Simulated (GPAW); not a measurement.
# free-standing square V monolayer, spacing 2.841 A: cost and accuracy of all numerical settings together

Wanted: the cheapest choice of all numerical settings together that holds the magnetic results of free-standing square V monolayer, spacing 2.841 A.

Calculated with GPAW 26.7.0; PBE; plane waves with GPAW's PAW setups, scalar-relativistic.

## (1) Starting point

The cell holds 1 atom: 1 V. Cell: a = 2.841 Å, b = 2.841 Å, c = 14.000 Å, α = 90.0°, β = 90.0°, γ = 90.0°. model lattice. Vacuum lies along c.

## (2) Rung 1 (280 eV, mesh 4×4×1), start ferro +

Several settings change at once from rung to rung, from a quick look to a careful run; the headings and inputs name them.

order1.py

```python
import json
import numpy as np
from ase import Atoms
from ase.parallel import paropen, parprint
from gpaw import GPAW

atoms = Atoms(['V'],
    cell=[[2.841, 0.0, 0.0],
         [0.0, 2.841, 0.0],
         [0.0, 0.0, 14.0]],
    scaled_positions=[[0.0, 0.0, 0.5]],
    pbc=True,
    magmoms=[1.5])
atoms.calc = GPAW(mode={'name': 'pw', 'ecut': 280},
    xc='PBE',
    kpts={'size': (4, 4, 1), 'gamma': True},
    occupations={'name': 'marzari-vanderbilt', 'width': 0.2},
    convergence={'density': 1e-05, 'energy': 1e-05},
    maxiter=200,
    symmetry={'tolerance': 1e-4},
    txt='order1.txt')
e = atoms.get_potential_energy(force_consistent=True)
res = {'free_energy': e, 'energy_sigma0': atoms.get_potential_energy(), 'fermi_energy': atoms.calc.get_fermi_level()}
res['moments'] = atoms.get_magnetic_moments().tolist()
res['total'] = atoms.get_magnetic_moment()
parprint('site moments (muB):', np.round(res['moments'], 3))
parprint(f"total moment: {res['total']:.3f} muB")
parprint(f'free energy: {e:.6f} eV')
atoms.calc.write('order1.gpw')
with paropen('results.json', 'w') as f:
    json.dump(res, f)
```

Launch:

```bash
$ OMP_NUM_THREADS=1 python3 order1.py > order1.log
```

Numbers of over 12 decimals in the logs are rounded to 6 here.

The program printed:

```text
site moments (muB): [2.437]
total moment: 3.208 muB
free energy: -5.489333 eV

--- order1.txt ---
Input parameters:
  mode=PW(ecut=280),
  convergence={'density': 1e-05, 'energy': 1e-05},
  kpts=MonkhorstPack(size=(4, 4, 1), gamma=True),
  maxiter=200,
  occupations=Occupations(name='marzari-vanderbilt', width=0.2),
  symmetry=Symmetry(tolerance=0.0001),
  xc=XC(name='PBE')

Diagonalizing LCAO Hamiltonian
Converting LCAO to pw mode
   .------.
  /|      |
 * |      |
 | |      |
 | |      |
 | |      |
 | |      |
 | |      |
 | |      |
 | |      |
 V |      |
 | |      |
 | |      |
 | |      |
 | |      |
 | |      |
 | |      |
 | .------.
 |/      /
 *------*

Atoms  # Å, Bohr magnetons
|   | symbol |        x |        y |        z |    initial magnetic moments |
|---|--------|----------|----------|----------|-----------------------------|
| 0 |      V | 0.000000 | 0.000000 | 7.000000 | ( 0.0000,  0.0000,  1.5000) |

Unit cell  # Å
| periodic |        x |        y |         z |   lengths |    angles |
|----------|----------|----------|-----------|-----------|-----------|
|      yes | 2.841000 | 0.000000 |  0.000000 |  2.841000 | 90.000000 |
|      yes | 0.000000 | 2.841000 |  0.000000 |  2.841000 | 90.000000 |
|      yes | 0.000000 | 0.000000 | 14.000000 | 14.000000 | 90.000000 |

Number of symmetries: 16

BZ-sampling:
  Number of BZ points: 16
  Number of IBZ points: 6

  Monkhorst-Pack size: [4, 4, 1]
  Monkhorst-Pack shift: [0.125, 0.125, 0.0]

Plane wave coefficients: 1220
Cutoff: 280.0 eV

Spin-components: 2 (collinear spins)
Bands:           13
Projectors:      6
Spin-degeneracy: 1
Datatype:        complex128

Parallelization:
  kpt:    1
  domain: 1
  band:   1

Density:
  Valence electrons: 13.0
  Components: 2
  Grid points: [12 12 56]
  Charge: 0.0  # |e|

Potential:
  Grid points: [12 12 56]

[... setups left out ...]
Reference energy: -25820.495562  # eV

eigensolver:
  PPCG
  Converge bands: occupied
  niter=2

density mixing:
  MSR1-Mixer
  Pratt-step length: 0.05
  Maximum mixing coefficient: 0.75
  Old densities: 10
  SVD Regularization: 0.005
  Good broyden scale: 1.0
  Trust region scale: 1.0
  Backstep threshold: 4.0
  History deletion threshold: 6.0
  Fourier metric: weight=20.0, sigma=0.015

occupation numbers:
  Marzari-Vanderbilt:
    width: 0.2000  # eV

poisson solver:
  ecut: 2240.0  # eV

xc functional:
  name: PBE with 2 nearest neighbor stencil

convergence criteria:
- Maximum integral of absolute [dens]ity change: 1e-05 electrons / valence electron
- Maximum [total energy] change in last 3 cyles: 1e-05 eV / valence electron
- Maximum integral of absolute [eigenst]ate change: 4e-08 eV^2 / valence electron
maximum number of iterations: 200

SCF iterations
|iter     |      energy | eigst |  dens |  magmom |
|---------|-------------|-------|-------|---------|
|iter:   1|       0s |   -5.298853 | +0.02 |       |  +1.5053|
|iter:   2|       0s |   -5.254789 | -1.22 | -0.92 |  +1.5304|
|iter:   3|       0s |   -5.232755 | -1.47 | -0.96 |  +1.8131|
|iter:   4|       0s |   -5.337742 | -1.93 | -1.02 |  +2.2000|
|iter:   5|       1s |   -5.441764 | -2.12 | -1.18 |  +2.7071|
|iter:   6|       1s |   -5.487479 | -2.04 | -1.39 |  +3.1867|
|iter:   7|       1s |   -5.488954 | -3.10 | -2.25 |  +3.2113|
|iter:   8|       1s |   -5.489236 | -3.91 | -2.64 |  +3.2033|
|iter:   9|       1s |   -5.489318 | -4.13 | -2.97 |  +3.2154|
|iter:  10|       2s |   -5.489332c| -5.16 | -3.06 |  +3.2090|
|iter:  11|       2s |   -5.489333c| -5.82 | -3.74 |  +3.2067|
|iter:  12|       2s |   -5.489333c| -6.74 | -3.94 |  +3.2077|
|iter:  13|       2s |   -5.489333c| -7.22 | -4.68 |  +3.2078|
|iter:  14|       2s |   -5.489333c| -7.79c| -5.42c|  +3.2078|

Converged in 14 steps
Energy contributions relative to reference atoms: (reference = -25820.495562)

Energy contributions:
  Kinetic:          -2.882324
  Coulomb:           3.889128
  Zero:              0.118073
  External:          0.000000
  Xc:               -6.635136
  Entropy:           0.020926
  Spinorbit:         0.000000
  ----------------------------
  Free energy:      -5.489333
  Extrapolated:     -5.489333

dipole moment: (-6.704013, -6.704013, 0.000000)  # |e|*Ang

Total magnetic moment: (0.000000, 0.000000, 3.207823)

Local magnetic moments
|        x |        y |        z |
|----------|----------|----------|
| 0.000000 | 0.000000 | 2.436601 |  # V    0

Fermi level: -2.203
Eigenvalues  # (at kpt = [0.000, 0.000, 0.000])
| band index |      eig [eV] | occ [0-1] |      eig [eV] | occ [0-1] |
|------------|---------------|-----------|---------------|-----------|
|          0 |       -67.150 |     1.000 |       -64.659 |     1.000 |
|          1 |       -41.140 |     1.000 |       -38.551 |     1.000 |
|          2 |       -40.833 |     1.000 |       -38.551 |     1.000 |
|          3 |       -40.833 |     1.000 |       -38.304 |     1.000 |
|          4 |        -6.534 |     1.000 |        -5.331 |     1.000 |
|          5 |        -4.310 |     1.000 |        -1.548 |     0.000 |
|          6 |        -3.221 |     1.000 |        -1.010 |     0.000 |
|          7 |        -2.130 |     0.190 |        -0.940 |     0.000 |
|          8 |        -1.660 |     0.000 |         0.769 |     0.000 |
|          9 |        -1.660 |     0.000 |         0.913 |     0.000 |
|         10 |        -0.583 |     0.000 |         0.913 |     0.000 |
|         11 |         1.326 |     0.000 |         1.757 |     0.000 |
|         12 |         2.314 |     0.000 |         2.807 |     0.000 |

No gap
No difference between direct/indirect transitions
```

Elapsed: 4.1 s, on 1 MPI rank of Intel Xeon 6975P-C (Granite Rapids), shared host; peak memory 0.14 GiB.

Numbers from this step:

* magnetization: 3.208 μB
* final state: ferromagnetic
* largest moment: 2.437 μB

After 14 cycles the largest moment stands at 2.44 μB.

## (3) Rung 1 (280 eV, mesh 4×2×1), start antiferro q=(0,1/2,0) +-

The second start gives the energy difference between the two end states, the quantity that is followed up the ladder. Its q is in fractions of the reciprocal vectors of the first run's cell.

order2.py is the script of step 2 with these lines changed:

```diff
@@ -6,12 +6,13 @@
 
-atoms = Atoms(['V'],
+atoms = Atoms(['V', 'V'],
     cell=[[2.841, 0.0, 0.0],
-         [0.0, 2.841, 0.0],
+         [0.0, 5.682, 0.0],
          [0.0, 0.0, 14.0]],
-    scaled_positions=[[0.0, 0.0, 0.5]],
+    scaled_positions=[[0.0, 0.0, 0.5],
+         [0.0, 0.5, 0.5]],
     pbc=True,
-    magmoms=[1.5])
+    magmoms=[1.5, -1.5])
 atoms.calc = GPAW(mode={'name': 'pw', 'ecut': 280},
     xc='PBE',
-    kpts={'size': (4, 4, 1), 'gamma': True},
+    kpts={'size': (4, 2, 1), 'gamma': True},
     occupations={'name': 'marzari-vanderbilt', 'width': 0.2},
@@ -20,3 +21,3 @@
     symmetry={'tolerance': 1e-4},
-    txt='order1.txt')
+    txt='order2.txt')
 e = atoms.get_potential_energy(force_consistent=True)
@@ -28,3 +29,3 @@
 parprint(f'free energy: {e:.6f} eV')
-atoms.calc.write('order1.gpw')
+atoms.calc.write('order2.gpw')
 with paropen('results.json', 'w') as f:
```

Launch:

```bash
$ OMP_NUM_THREADS=1 python3 order2.py > order2.log
```

The program printed:

```text
site moments (muB): [ 2.607 -2.607]
total moment: 0.000 muB
free energy: -11.211555 eV

--- order2.txt ---
Input parameters:
  mode=PW(ecut=280),
  convergence={'density': 1e-05, 'energy': 1e-05},
  kpts=MonkhorstPack(size=(4, 2, 1), gamma=True),
  maxiter=200,
  occupations=Occupations(name='marzari-vanderbilt', width=0.2),
  symmetry=Symmetry(tolerance=0.0001),
  xc=XC(name='PBE')

Diagonalizing LCAO Hamiltonian
Converting LCAO to pw mode
    .------.
   /|      |
  / |      |
 *  |      |
 |  |      |
 |  |      |
 |  |      |
 |  |      |
 |  |      |
 |  |      |
 |V |      |
 V  |      |
 |  |      |
 |  |      |
 |  |      |
 |  |      |
 |  |      |
 |  .------.
 | /      /
 |/      /
 *------*

Atoms  # Å, Bohr magnetons
|   | symbol |        x |        y |        z |    initial magnetic moments |
|---|--------|----------|----------|----------|-----------------------------|
| 0 |      V | 0.000000 | 0.000000 | 7.000000 | ( 0.0000,  0.0000,  1.5000) |
| 1 |      V | 0.000000 | 2.841000 | 7.000000 | ( 0.0000,  0.0000, -1.5000) |

Number of symmetries: 8

BZ-sampling:
  Number of BZ points: 8
  Number of IBZ points: 6

  Monkhorst-Pack size: [4, 2, 1]
  Monkhorst-Pack shift: [0.125, 0.25, 0.0]

Plane wave coefficients: 2440
Cutoff: 280.0 eV

Spin-components: 2 (collinear spins)
Bands:           20
Projectors:      12
Spin-degeneracy: 1
Datatype:        complex128

Parallelization:
  kpt:    1
  domain: 1
  band:   1

Density:
  Valence electrons: 26.0
  Components: 2
  Grid points: [12 24 56]
  Charge: 0.0  # |e|

Potential:
  Grid points: [12 24 56]

[... setups left out ...]
[...]
|iter:  14|       6s |  -11.211555c| -6.03 | -4.04 |  -0.0000|
|iter:  15|       6s |  -11.211555c| -6.64 | -4.41 |  -0.0000|
|iter:  16|       7s |  -11.211555c| -7.42c| -4.86 |  +0.0000|
|iter:  17|       7s |  -11.211555c| -7.68c| -5.23c|  +0.0000|

Converged in 17 steps
Energy contributions relative to reference atoms: (reference = -51640.991124)

Energy contributions:
  Kinetic:          -6.363365
  Coulomb:           8.775956
  Zero:              0.241588
  External:          0.000000
  Xc:              -13.872433
  Entropy:           0.006699
  Spinorbit:         0.000000
  ----------------------------
  Free energy:     -11.211555
  Extrapolated:    -11.211555

dipole moment: (-13.374202, -13.374202, 0.000000)  # |e|*Ang

Total magnetic moment: (0.000000, 0.000000, 0.000005)

Local magnetic moments
|        x |        y |         z |
|----------|----------|-----------|
| 0.000000 | 0.000000 |  2.606908 |  # V    0
| 0.000000 | 0.000000 | -2.606907 |  # V    1

Fermi level: -2.277
Eigenvalues  # (at kpt = [0.000, 0.000, 0.000])
| band index |      eig [eV] | occ [0-1] |      eig [eV] | occ [0-1] |
|------------|---------------|-----------|---------------|-----------|
|          0 |       -67.030 |     1.000 |       -67.030 |     1.000 |
|        ... |               |           |               |           |
|          4 |       -40.784 |     1.000 |       -40.784 |     1.000 |
|          5 |       -38.344 |     1.000 |       -38.344 |     1.000 |
|          6 |       -38.182 |     1.000 |       -38.182 |     1.000 |
|          7 |       -38.182 |     1.000 |       -38.182 |     1.000 |
[...]
|         16 |        -1.227 |     0.000 |        -1.227 |     0.000 |
|         17 |        -0.363 |     0.000 |        -0.363 |     0.000 |
|         18 |         0.327 |     0.000 |         0.327 |     0.000 |
|         19 |         0.904 |     0.000 |         0.904 |     0.000 |

No gap
No difference between direct/indirect transitions
```

Wall time 10 s (1 MPI rank); peak memory 0.17 GiB.

Read from the output:

- magnetization: 0 μB
- final state: antiferromagnetic
- largest moment: 2.607 μB

This start lies -116.4 meV a seeded atom from the first; its largest moment is 2.61 μB.

## (4) Rung 2 (380 eV, mesh 6×6×1), start ferro +

order1.py is the script of step 2 with these lines changed:

```diff
@@ -13,6 +13,6 @@
     magmoms=[1.5])
-atoms.calc = GPAW(mode={'name': 'pw', 'ecut': 280},
+atoms.calc = GPAW(mode={'name': 'pw', 'ecut': 380},
     xc='PBE',
-    kpts={'size': (4, 4, 1), 'gamma': True},
-    occupations={'name': 'marzari-vanderbilt', 'width': 0.2},
+    kpts={'size': (6, 6, 1), 'gamma': True},
+    occupations={'name': 'marzari-vanderbilt', 'width': 0.15},
     convergence={'density': 1e-05, 'energy': 1e-05},
```

Launch:

```bash
$ OMP_NUM_THREADS=1 python3 order1.py > order1.log
```

The program printed:

```text
site moments (muB): [2.49]
total moment: 3.290 muB
free energy: -5.573030 eV

--- order1.txt ---
Input parameters:
  mode=PW(ecut=380),
  convergence={'density': 1e-05, 'energy': 1e-05},
  kpts=MonkhorstPack(size=(6, 6, 1), gamma=True),
  maxiter=200,
  occupations=Occupations(name='marzari-vanderbilt', width=0.15),
  symmetry=Symmetry(tolerance=0.0001),
  xc=XC(name='PBE')

Diagonalizing LCAO Hamiltonian
[...]
|          3 |       -41.128 |     1.000 |       -38.402 |     1.000 |
|          4 |        -6.726 |     1.000 |        -5.491 |     1.000 |
[...]
|          9 |        -1.774 |     0.000 |         0.653 |     0.000 |
|         10 |        -1.005 |     0.000 |         0.653 |     0.000 |
|         11 |         1.339 |     0.000 |         1.830 |     0.000 |
|         12 |         2.326 |     0.000 |         2.853 |     0.000 |

No gap
No difference between direct/indirect transitions


[key lines of the parts left out:]
Free energy:      -5.573030
Converged in 16 steps
dipole moment: (-6.715547, -6.715547, 0.000000)  # |e|*Ang
Fermi level: -2.209
```

Wall time 7.6 s (1 MPI rank); peak memory 0.16 GiB.

This step gave:

```yaml
magnetization: 3.290 μB
final_state: ferromagnetic
largest_moment: 2.490 μB
```

The largest moment moves by +0.05 μB from rung 1, at 1.9 times its CPU time.

## (5) Rung 2 (380 eV, mesh 6×3×1), start antiferro q=(0,1/2,0) +-

order2.py is the script of step 3 with these lines changed:

```diff
@@ -14,6 +14,6 @@
     magmoms=[1.5, -1.5])
-atoms.calc = GPAW(mode={'name': 'pw', 'ecut': 280},
+atoms.calc = GPAW(mode={'name': 'pw', 'ecut': 380},
     xc='PBE',
-    kpts={'size': (4, 2, 1), 'gamma': True},
-    occupations={'name': 'marzari-vanderbilt', 'width': 0.2},
+    kpts={'size': (6, 3, 1), 'gamma': True},
+    occupations={'name': 'marzari-vanderbilt', 'width': 0.15},
     convergence={'density': 1e-05, 'energy': 1e-05},
```

Launch:

```bash
$ OMP_NUM_THREADS=1 python3 order2.py > order2.log
```

The program printed:

```text
site moments (muB): [ 2.598 -2.599]
total moment: -0.000 muB
free energy: -11.318969 eV

--- order2.txt ---
Input parameters:
  mode=PW(ecut=380),
  convergence={'density': 1e-05, 'energy': 1e-05},
  kpts=MonkhorstPack(size=(6, 3, 1), gamma=True),
  maxiter=200,
  occupations=Occupations(name='marzari-vanderbilt', width=0.15),
  symmetry=Symmetry(tolerance=0.0001),
  xc=XC(name='PBE')

Diagonalizing LCAO Hamiltonian
[...]
|          6 |       -38.402 |     1.000 |       -38.402 |     1.000 |
|          7 |       -38.208 |     1.000 |       -38.208 |     1.000 |
[...]
|         16 |        -1.185 |     0.000 |        -1.185 |     0.000 |
|         17 |        -0.566 |     0.000 |        -0.566 |     0.000 |
|         18 |         0.191 |     0.000 |         0.191 |     0.000 |
|         19 |         0.914 |     0.000 |         0.913 |     0.000 |

No gap
No difference between direct/indirect transitions


[key lines of the parts left out:]
Free energy:     -11.318969
Converged in 25 steps
dipole moment: (-13.410386, -13.410392, 0.000000)  # |e|*Ang
Fermi level: -2.431
```

Elapsed: 26 s, on 1 MPI rank; peak memory 0.21 GiB.

This step gave:

* magnetization: 0 μB
* final state: antiferromagnetic
* largest moment: 2.599 μB

This start lies -86.5 meV a seeded atom from the first, a change of +30.0 meV since rung 1; its largest moment is 2.60 μB.

## (6) Rung 3 (500 eV, mesh 8×8×1), start ferro +

order1.py is the script of step 4 with these lines changed:

```diff
@@ -13,6 +13,6 @@
     magmoms=[1.5])
-atoms.calc = GPAW(mode={'name': 'pw', 'ecut': 380},
+atoms.calc = GPAW(mode={'name': 'pw', 'ecut': 500},
     xc='PBE',
-    kpts={'size': (6, 6, 1), 'gamma': True},
-    occupations={'name': 'marzari-vanderbilt', 'width': 0.15},
+    kpts={'size': (8, 8, 1), 'gamma': True},
+    occupations={'name': 'marzari-vanderbilt', 'width': 0.1},
     convergence={'density': 1e-05, 'energy': 1e-05},
```

Launch:

```bash
$ OMP_NUM_THREADS=1 python3 order1.py > order1.log
```

The program printed:

```text
site moments (muB): [2.414]
total moment: 3.183 muB
free energy: -5.634682 eV

--- order1.txt ---
Input parameters:
  mode=PW(ecut=500),
  convergence={'density': 1e-05, 'energy': 1e-05},
  kpts=MonkhorstPack(size=(8, 8, 1), gamma=True),
  maxiter=200,
  occupations=Occupations(name='marzari-vanderbilt', width=0.1),
  symmetry=Symmetry(tolerance=0.0001),
  xc=XC(name='PBE')

Diagonalizing LCAO Hamiltonian
[...]
|          3 |       -41.109 |     1.000 |       -38.569 |     1.000 |
|          4 |        -6.632 |     1.000 |        -5.441 |     1.000 |
[...]
|          9 |        -1.846 |     0.000 |         0.604 |     0.000 |
|         10 |        -0.956 |     0.000 |         0.604 |     0.000 |
|         11 |         1.333 |     0.000 |         1.792 |     0.000 |
|         12 |         2.323 |     0.000 |         2.827 |     0.000 |

No gap
No difference between direct/indirect transitions


[key lines of the parts left out:]
Free energy:      -5.634682
Converged in 15 steps
dipole moment: (-6.727165, -6.727165, 0.000000)  # |e|*Ang
Fermi level: -2.372
```

Elapsed: 12 s, on 1 MPI rank; peak memory 0.19 GiB.

Read from the output:

```yaml
magnetization: 3.183 μB
final_state: ferromagnetic
largest_moment: 2.414 μB
```

The largest moment moves by -0.08 μB from rung 2, at 1.6 times its CPU time.

(Part 1 of 2 ends here.)

[Logs and program files are shortened in this print: banners, set-up blocks, solver, clock and traceback lines can be left out without a mark of their own.]

[Logs are printed without paths, hosts, clocks, repeated set-up lines and the standing remarks that a program may print on its own settings, such as how far it seeks lower states.]

[Hosts, paths, dates, database ids (printed as entryN), source tags and the programs' standing remarks are cut or masked in the printed files.]

[Where a cell is said to come from a database of computed structures, the database is the Materials Project.]
